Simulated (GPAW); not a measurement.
## STM contrast on B/Ir(110)

What would a tunnelling microscope show on B/Ir(110)?

Main program and level: GPAW 26.7.0; GPAW, PAW setups; slab in vacuum, relaxation, in the first sound run; inputs show where later runs differ.

Report form: the programs' logs are mostly left out.

## 1. Set-up

The cell holds 6 atoms: 5 Ir and 1 B. Cell: a = 3.840 Å, b = 2.715 Å, c = 24.604 Å, α = 90.0°, β = 90.0°, γ = 90.0°. Vacuum lies along c.

## 2. Relaxation

Forces are removed first; all later runs use this geometry. The lowest 3 atoms are held at bulk positions and keep their forces.

File run.py:

```python
import json
import numpy as np
from ase import Atoms
from ase.constraints import FixAtoms
from ase.optimize import BFGS
from gpaw import GPAW, PW

slab = Atoms(
    ['Ir', 'Ir', 'Ir', 'Ir', 'Ir', 'B'],
    positions=[
        [0.00000, 0.00000, 9.00000],
        [1.92000, 1.35765, 10.35765],
        [0.00000, 0.00000, 11.71529],
        [1.92000, 1.35765, 13.07294],
        [0.00000, 0.00000, 14.43058],
        [1.92000, 0.00000, 15.60365]],
    cell=[[3.84, 0.0, 0.0], [0.0, 2.71529, 0.0], [0.0, 0.0, 24.60365]],
    pbc=[True, True, False])

slab.calc = GPAW(mode=PW(500), xc='PBE', kpts={'size': (8, 12, 1), 'gamma': True},
                 occupations={'name': 'fermi-dirac', 'width': 0.1}, nbands='200%',
                 convergence={'density': 1e-05}, maxiter=200,
                 poissonsolver={'dipolelayer': 'xy'},
                 symmetry={'tolerance': 1e-3, 'extra_ids': [1, 1, 1, 0, 0, 0]}, txt='slab.txt')
result = {}
slab.set_constraint(FixAtoms([0, 1, 2]))
path = []
opt = BFGS(slab, maxstep=0.2)
opt.attach(lambda: path.append((slab.get_potential_energy(), slab.positions.tolist(), slab.get_forces().tolist())))
result['relaxed'] = bool(opt.run(fmax=0.03, steps=40))
result['path'] = path
energy = slab.get_potential_energy()
fermi = slab.calc.get_fermi_level()
v = slab.calc.get_electrostatic_potential().mean((0, 1)) - fermi
n = slab.calc.get_pseudo_density().mean((0, 1))
L = slab.cell[2, 2]
z = np.arange(len(v)) * L / len(v)
low, high = slab.positions[:, 2].min(), slab.positions[:, 2].max()
below, above = np.interp([low - 6.8, high + 6.8], z, v)
slopes = [np.interp(x, z, np.gradient(v, z)) for x in (low - 6.8, high + 6.8)]
eps = np.array([[slab.calc.get_eigenvalues(k, s) for k in range(len(slab.calc.get_ibz_k_points()))]
                for s in range(slab.calc.get_number_of_spins())]) - fermi
top, bottom = eps[eps < 0].max(), eps[eps > 0].min()
dipole = slab.get_dipole_moment()[2]
print(f'energy {energy:.4f} eV, Fermi level {fermi:.4f} eV, dipole {dipole:.5f} e A')
print(f'potential 6.8 A off the faces, from the Fermi level: lower {below:.4f} eV, upper {above:.4f} eV')
print(f'slope of the potential there: lower {slopes[0]:.5f}, upper {slopes[1]:.5f} eV/A')
print(f'nearest levels on the mesh: {top:.4f} and {bottom:.4f} eV')
print('magnetic moment', round(slab.get_magnetic_moment(), 3))
result.update(energy=energy, fermi=fermi, dipole=dipole, below=below, above=above, slopes=slopes, edges=[top, bottom],
              z=z.tolist(), v=v.tolist(), n=n.tolist(), positions=slab.positions.tolist(),
              forces=slab.get_forces(apply_constraint=False).tolist(), moments=slab.get_magnetic_moments().tolist())
json.dump(result, open('result.json', 'w'))
```

Launch:

```sh
$ OMP_NUM_THREADS=1 OPENBLAS_NUM_THREADS=1 python run.py
```

The job ended after 79 min (1 thread of Arm Neoverse V2, shared host; peak memory 0.56 GiB).

Relaxation path:

```csv
step,energy less that of the first step (eV),largest force (eV/Å)
1,0.0000,2.9593
2,-0.2012,2.8222
3,-0.8061,1.2193
4,-0.8780,1.0667
5,-0.9028,1.0247
6,-0.9772,0.9093
7,-0.9899,0.4244
8,-0.9963,0.4072
9,-1.0406,0.3038
10,-1.0437,0.0787
11,-1.0439,0.0030
```

The atoms that moved most (Å):

```csv
atom,dx,dy,dz,length
B6,0.000,0.000,-0.557,0.557
Ir4,0.000,0.000,0.086,0.086
Ir5,0.000,0.000,0.021,0.021
```

The relaxed structure:

```
Ir B
1.0
     3.84000    0.00000    0.00000
     0.00000    2.71529    0.00000
     0.00000    0.00000   24.60365
Ir B
5 1
Direct
  0.00000 0.00000 0.36580
  0.50000 0.50000 0.42098
  0.00000 0.00000 0.47616
  0.50000 0.50000 0.53484
  0.00000 0.00000 0.58737
  0.50000 0.00000 0.61155
```

Numbers from this step:

* dipole along the normal: -0.04623 e·Å
* levels nearest the Fermi level on the mesh: -0.004550, 0.005029 eV from the Fermi level
* upper work function: 5.804 eV
* lower work function: 5.002 eV

The electrostatic potential energy of an electron (without an applied field's), less the Fermi level, planar mean oscillates, so the rows of the table below give means over windows of 1.35 Å about each position, cut where the curve ends. Its maxima inside the range that stand out by 2 % of the span (Å: eV): 9.7: -10.2, 11.1: -10.8, 12.4: -9.23, 13.8: -12.4. Its minima: 9.0: -17.7, 10.4: -18.9, 11.7: -18.8, 13.2: -19.1, 14.5: -21.2.

The electrostatic potential energy of an electron (without an applied field's), less the Fermi level, planar mean by z; means over each step:

```csv
z (Å),"electrostatic potential energy of an electron (without an applied field's), less the Fermi level, planar mean (eV)"
0.68,5.06
2.03,5.00
3.38,5.00
4.73,5.00
6.08,4.97
7.43,3.81
8.78,-10.9
10.13,-14.6
11.48,-14.6
12.83,-14.1
14.18,-16.9
15.53,-3.81
16.88,5.53
18.23,5.80
19.58,5.80
20.93,5.80
22.28,5.80
23.63,5.80
```

The pseudo valence density, planar mean oscillates, so the rows of the table below give means over windows of 1.35 Å about each position, cut where the curve ends. Its maxima inside the range that stand out by 2 % of the span (Å: e/Å³): 9.0: 1.45, 10.4: 1.50, 11.7: 1.50, 13.1: 1.46, 14.4: 1.57. Its minima: 9.6: 0.703, 11.0: 0.700, 12.5: 0.620, 13.8: 0.768.

Table of pseudo valence density, planar mean by z; means over each step:

```csv
z (Å),"pseudo valence density, planar mean (e/Å³)"
4.73,3.9e-5
6.08,0.00130
7.43,0.0506
8.78,0.887
10.13,1.06
11.48,1.05
12.83,1.02
14.18,1.13
15.53,0.333
16.88,0.0131
18.23,2.6e-4
19.58,5.1e-6
```

The relaxation lowered the energy of the cell by 1.04 eV (energies extrapolated to zero smearing; the optimiser's log prints free energies). The largest force left on a free atom is 0.0030 eV/Å.

## 3. The slab's potential

The work function is the vacuum plateau of the electrostatic potential less the Fermi level; a dipole layer lets the two faces have plateaus of their own.

This step: GPAW, PAW setups; slab in vacuum (GPAW 26.7.0).

run.py: that of step 2 with these lines changed.

```diff
@@ -3,4 +3,3 @@
 from ase import Atoms
-from ase.constraints import FixAtoms
-from ase.optimize import BFGS
+from ase.dft.stm import STM
 from gpaw import GPAW, PW
@@ -13,5 +12,5 @@
         [0.00000, 0.00000, 11.71529],
-        [1.92000, 1.35765, 13.07294],
-        [0.00000, 0.00000, 14.43058],
-        [1.92000, 0.00000, 15.60365]],
+        [1.92000, 1.35765, 13.15895],
+        [0.00000, 0.00000, 14.45145],
+        [1.92000, 0.00000, 15.04648]],
     cell=[[3.84, 0.0, 0.0], [0.0, 2.71529, 0.0], [0.0, 0.0, 24.60365]],
@@ -23,10 +22,4 @@
                  poissonsolver={'dipolelayer': 'xy'},
-                 symmetry={'tolerance': 1e-3, 'extra_ids': [1, 1, 1, 0, 0, 0]}, txt='slab.txt')
+                 symmetry={'tolerance': 1e-3}, txt='slab.txt')
 result = {}
-slab.set_constraint(FixAtoms([0, 1, 2]))
-path = []
-opt = BFGS(slab, maxstep=0.2)
-opt.attach(lambda: path.append((slab.get_potential_energy(), slab.positions.tolist(), slab.get_forces().tolist())))
-result['relaxed'] = bool(opt.run(fmax=0.03, steps=40))
-result['path'] = path
 energy = slab.get_potential_energy()
@@ -52,2 +45,16 @@
               forces=slab.get_forces(apply_constraint=False).tolist(), moments=slab.get_magnetic_moments().tolist())
+
+# Images need the states of the whole zone, up to time reversal
+slab.calc = slab.calc.fixed_density(symmetry={'point_group': False}, txt='states.txt', nbands='320%',
+                                    convergence={'bands': 'CBM+2.3'})
+stm = STM(slab)
+result['stm'] = []
+for bias in [-1.5, 2.0]:
+    height = high + 3.5
+    current = stm.get_averaged_current(bias, height)
+    x, y, h = stm.scan(bias, current)
+    i, f = divmod(height / L * stm.ldos.shape[2], 1)
+    I = abs((1 - f) * stm.ldos[:, :, int(i)] + f * stm.ldos[:, :, int(i) + 1])
+    print(f'bias {bias} V: mean current at 3.5 A {current:.4e}, corrugation {np.ptp(h):.4f} A')
+    result['stm'].append(dict(bias=bias, current=current, h=(h - high).tolist(), I=I.tolist()))
 json.dump(result, open('result.json', 'w'))
```

It took 16 min on 1 thread; peak memory 1.3 GiB.

Numbers from this step:

| Quantity | Value |
| --- | --- |
| dipole along the normal | -0.04616 e·Å |
| levels nearest the Fermi level on the mesh | -0.004545, 0.005025 eV from the Fermi level |
| corrugation -1.5 | 0.1365 Å |
| corrugation 2 | 0.2713 Å |

The electrostatic potential energy of an electron (without an applied field's), less the Fermi level, planar mean oscillates, so the rows of the table below give means over windows of 1.35 Å about each position, cut where the curve ends. Its maxima inside the range that stand out by 2 % of the span (Å: eV): 9.7: -10.2, 11.1: -10.8, 12.4: -9.23, 13.8: -12.4. Its minima: 9.0: -17.7, 10.4: -18.9, 11.7: -18.8, 13.2: -19.1, 14.5: -21.2.

Table of electrostatic potential energy of an electron (without an applied field's), less the Fermi level, planar mean by z; means over each step:

z (Å), electrostatic potential energy of an electron (without an applied field's), less the Fermi level, planar mean (eV) and a bar from the least value:
```
     0.68        5.1 #############################
     2.03        5.0 #############################
     3.38        5.0 #############################
     4.73        5.0 #############################
     6.08        5.0 #############################
     7.43        3.8 ###########################
     8.78      -10.9 ########
    10.13      -14.6 ###
    11.48      -14.6 ###
    12.83      -14.1 ####
    14.18      -16.9 
    15.53       -3.8 #################
    16.88        5.5 ##############################
    18.23        5.8 ##############################
    19.58        5.8 ##############################
    20.93        5.8 ##############################
    22.28        5.8 ##############################
    23.63        5.8 ##############################
```

The pseudo valence density, planar mean oscillates, so the rows of the table below give means over windows of 1.35 Å about each position, cut where the curve ends. Its maxima inside the range that stand out by 2 % of the span (Å: e/Å³): 9.0: 1.45, 10.4: 1.50, 11.7: 1.50, 13.1: 1.46, 14.4: 1.57. Its minima: 9.6: 0.703, 11.0: 0.700, 12.5: 0.620, 13.8: 0.768.

The pseudo valence density, planar mean by z; means over each step:

z (Å), pseudo valence density, planar mean (e/Å³) and a bar:
```
     4.73       0.00 
     6.08       0.00 
     7.43       0.05 #
     8.78       0.89 ########################
    10.13       1.06 ############################
    11.48       1.05 ############################
    12.83       1.02 ###########################
    14.18       1.13 ##############################
    15.53       0.33 #########
    16.88       0.01 
    18.23       0.00 
    19.58       0.00
```

Tip height over the top atom over a1 and a2. Sample bias -1.5 V, constant current at the mean current 3.5 Å over the top atom.

Ten even steps from '_' (3.42 Å) to '@' (3.55 Å):
```
@@@@@@@@@@%%%%%%%%%%%%%%%%%%%%%%@@@@@@@@
@@@@@@%%%%%%##################%%%%%%@@@@
%%%%%%######******++++++******######%%%%
**********++++==============++++********
++++++++====----::::::::::----====++++++
======----::::....______....::::----====
==----::::....______________....::::----
==----::::....______________....::::----
======----::::....______....::::----====
++++++++====----::::::::::----====++++++
**********++++==============++++********
%%%%%%######******++++++******######%%%%
@@@@@@%%%%%%##################%%%%%%@@@@
@@@@@@@@@@%%%%%%%%%%%%%%%%%%%%%%@@@@@@@@
@@@@@@@@@@@@%%%%%%%%%%%%%%%%%%@@@@@@@@@@
```
Columns: a1 from 0 to 0.95; rows upwards: a2 from 0 to 0.933.

Local density of states summed over the bias window over a1 and a2. Sample bias -1.5 V, constant height 3.5 Å over the top atom.

Values in units of 1e-5 arbitrary, 15 rows by 16 columns, each cell a mean:
```
1.8 1.8 1.8 1.8 1.8 1.7 1.7 1.7 1.7 1.7 1.7 1.7 1.8 1.8 1.8 1.8
1.8 1.8 1.8 1.7 1.7 1.7 1.7 1.6 1.6 1.6 1.7 1.7 1.7 1.7 1.8 1.8
1.7 1.7 1.7 1.7 1.6 1.6 1.6 1.6 1.6 1.6 1.6 1.6 1.6 1.7 1.7 1.7
1.6 1.6 1.6 1.6 1.5 1.5 1.5 1.5 1.5 1.5 1.5 1.5 1.6 1.6 1.6 1.6
1.6 1.5 1.5 1.5 1.5 1.4 1.4 1.4 1.4 1.4 1.4 1.4 1.5 1.5 1.5 1.5
1.5 1.5 1.5 1.4 1.4 1.4 1.3 1.3 1.3 1.3 1.3 1.4 1.4 1.4 1.5 1.5
1.5 1.4 1.4 1.4 1.4 1.3 1.3 1.3 1.3 1.3 1.3 1.3 1.4 1.4 1.4 1.5
1.5 1.4 1.4 1.4 1.4 1.3 1.3 1.3 1.3 1.3 1.3 1.3 1.4 1.4 1.4 1.5
1.5 1.5 1.5 1.4 1.4 1.4 1.3 1.3 1.3 1.3 1.3 1.4 1.4 1.4 1.5 1.5
1.6 1.5 1.5 1.5 1.5 1.4 1.4 1.4 1.4 1.4 1.4 1.4 1.5 1.5 1.5 1.5
1.6 1.6 1.6 1.6 1.5 1.5 1.5 1.5 1.5 1.5 1.5 1.5 1.6 1.6 1.6 1.6
1.7 1.7 1.7 1.7 1.6 1.6 1.6 1.6 1.6 1.6 1.6 1.6 1.6 1.7 1.7 1.7
1.8 1.8 1.8 1.7 1.7 1.7 1.7 1.6 1.6 1.6 1.7 1.7 1.7 1.7 1.8 1.8
1.8 1.8 1.8 1.8 1.8 1.7 1.7 1.7 1.7 1.7 1.7 1.7 1.8 1.8 1.8 1.8
1.8 1.8 1.8 1.8 1.8 1.7 1.7 1.7 1.7 1.7 1.7 1.8 1.8 1.8 1.8 1.8
```
Columns: a1 from 0 to 0.95; rows upwards: a2 from 0 to 0.933.

Tip height over the top atom over a1 and a2. Sample bias 2 V, constant current at the mean current 3.5 Å over the top atom.

Values in Å, 15 rows by 16 columns, each cell a mean:
```
3.43 3.45 3.47 3.50 3.54 3.57 3.59 3.60 3.61 3.60 3.58 3.56 3.53 3.50 3.47 3.44
3.42 3.43 3.46 3.49 3.53 3.56 3.58 3.59 3.60 3.59 3.58 3.55 3.52 3.49 3.46 3.43
3.40 3.42 3.44 3.48 3.52 3.55 3.57 3.58 3.59 3.58 3.56 3.54 3.51 3.47 3.44 3.41
3.39 3.40 3.42 3.46 3.50 3.53 3.55 3.57 3.57 3.57 3.55 3.52 3.49 3.45 3.42 3.39
3.37 3.38 3.40 3.43 3.48 3.51 3.54 3.55 3.56 3.55 3.53 3.51 3.47 3.43 3.39 3.37
3.35 3.36 3.38 3.41 3.46 3.50 3.52 3.54 3.54 3.54 3.52 3.49 3.45 3.41 3.38 3.36
3.34 3.35 3.37 3.40 3.45 3.49 3.52 3.53 3.54 3.53 3.51 3.48 3.44 3.40 3.37 3.35
3.34 3.35 3.37 3.40 3.45 3.49 3.52 3.53 3.54 3.53 3.51 3.48 3.44 3.40 3.37 3.35
3.35 3.36 3.38 3.41 3.46 3.50 3.52 3.54 3.54 3.54 3.52 3.49 3.45 3.41 3.38 3.36
3.37 3.38 3.40 3.43 3.48 3.51 3.54 3.55 3.56 3.55 3.53 3.51 3.47 3.43 3.39 3.37
3.39 3.40 3.42 3.46 3.50 3.53 3.55 3.57 3.57 3.57 3.55 3.52 3.49 3.45 3.42 3.39
3.40 3.42 3.44 3.48 3.52 3.55 3.57 3.58 3.59 3.58 3.56 3.54 3.51 3.47 3.44 3.41
3.42 3.43 3.46 3.49 3.53 3.56 3.58 3.59 3.60 3.59 3.58 3.55 3.52 3.49 3.46 3.43
3.43 3.45 3.47 3.50 3.54 3.57 3.59 3.60 3.61 3.60 3.58 3.56 3.53 3.50 3.47 3.44
3.44 3.45 3.48 3.51 3.54 3.57 3.59 3.60 3.61 3.60 3.59 3.57 3.53 3.50 3.47 3.45
```
Columns: a1 from 0 to 0.95; rows upwards: a2 from 0 to 0.933.

Local density of states summed over the bias window over a1 and a2. Sample bias 2 V, constant height 3.5 Å over the top atom.

Ten even steps from '_' (1.76 × 1e-5 arbitrary) to '@' (3.45 × 1e-5 arbitrary):
```
::::----==++**%%@@@@@@@@@@%%**++==----::
::::::--==++**##%%@@@@@@%%##**++==--::::
....::::--==++**##%%%%%%##**++==--::::..
......::--==++****######****++==--::....
____....::--==++**********++==--::....__
______..::--====++******++====--::..____
______....::--==++++++++++==--::....____
______....::--==++++++++++==--::....____
______..::--====++******++====--::..____
____....::--==++**********++==--::....__
......::--==++****######****++==--::....
....::::--==++**##%%%%%%##**++==--::::..
::::::--==++**##%%@@@@@@%%##**++==--::::
::::----==++**%%@@@@@@@@@@%%**++==----::
::::----==++##%%@@@@@@@@@@%%##++==----::
```
Columns: a1 from 0 to 0.95; rows upwards: a2 from 0 to 0.933.

Force by atom:

```csv
atom,x (eV/Å),y (eV/Å),z (eV/Å),size
Ir1,0.00,0.00,1.46,1.46
Ir2,0.00,0.00,-0.90,0.90
Ir3,0.00,0.00,-0.57,0.57
Ir4,0.00,0.00,0.00,0.00
Ir5,0.00,0.00,0.00,0.00
B6,0.00,0.00,0.00,0.00
```

The potential is flat to 2.9e-5 eV/Å where it is read, so the vacuum is wide enough.

## 4. A changed run

One more run, with changed settings.

run.py: that of step 3 with these lines changed.

```diff
@@ -3,4 +3,4 @@
 from ase import Atoms
-from ase.dft.stm import STM
 from gpaw import GPAW, PW
+from gpaw.external import ConstantElectricField
 
@@ -20,4 +20,5 @@
                  occupations={'name': 'fermi-dirac', 'width': 0.1}, nbands='200%',
-                 convergence={'density': 1e-05}, maxiter=200,
+                 convergence={'density': 1e-05}, maxiter=50,
                  poissonsolver={'dipolelayer': 'xy'},
+                 external=ConstantElectricField(1.5, [0, 0, 1]),
                  symmetry={'tolerance': 1e-3}, txt='slab.txt')
@@ -45,16 +46,2 @@
               forces=slab.get_forces(apply_constraint=False).tolist(), moments=slab.get_magnetic_moments().tolist())
-
-# Images need the states of the whole zone, up to time reversal
-slab.calc = slab.calc.fixed_density(symmetry={'point_group': False}, txt='states.txt', nbands='320%',
-                                    convergence={'bands': 'CBM+2.3'})
-stm = STM(slab)
-result['stm'] = []
-for bias in [-1.5, 2.0]:
-    height = high + 3.5
-    current = stm.get_averaged_current(bias, height)
-    x, y, h = stm.scan(bias, current)
-    i, f = divmod(height / L * stm.ldos.shape[2], 1)
-    I = abs((1 - f) * stm.ldos[:, :, int(i)] + f * stm.ldos[:, :, int(i) + 1])
-    print(f'bias {bias} V: mean current at 3.5 A {current:.4e}, corrugation {np.ptp(h):.4f} A')
-    result['stm'].append(dict(bias=bias, current=current, h=(h - high).tolist(), I=I.tolist()))
 json.dump(result, open('result.json', 'w'))
```

Run time: 14 min. Hardware: 1 thread; peak memory 0.75 GiB.

The run finished. A setting was moved off its sound value on purpose, so it serves as a test and not as the result.

The fault put into the input: a field far too strong (field = 1.5).

Side by side:

```csv
quantity,this run,sound run,difference
dipole along the normal (e·Å),0.96240,-0.046165,1.01
```

The dipole along the normal changes sign: 0.962 e·Å against -0.0462 e·Å.

## 5. Summary of results

```yaml
work_function_upper_and_lower_face: 5.804 and 5.002 eV
dipole_along_the_normal: -0.0462 e Å
corrugation_at_minus_1p5_v: 0.137 Å
corrugation_at_2_v: 0.271 Å
```

**Reading.** The corrugation at constant current is largest at 2 V, where the tip height varies by 0.27 Å over the cell. Negative sample bias images filled states, positive bias empty ones. The two faces differ by 0.80 eV, the step that the slab's dipole makes (e p/(ε0 A) gives 0.80 eV), so the dipole layer is needed. The images are of Tersoff-Hamann type: an s-wave tip, no tip-sample forces, heights closer than in a microscope. The cell of 10.4 Å² holds one B, started on one chosen site; other sites and coverages weren't tried. The in-plane lattice was kept as typed, which isn't the functional's own and leaves some strain; spin-orbit coupling and temperature are left out.

[Logs are printed without paths, hosts, clocks, repeated set-up lines and the standing remarks that a program may print on its own settings, such as how far it seeks lower states.]

[Hosts, paths, dates, database ids (printed as entryN), source tags and the programs' standing remarks are cut or masked in the printed files.]
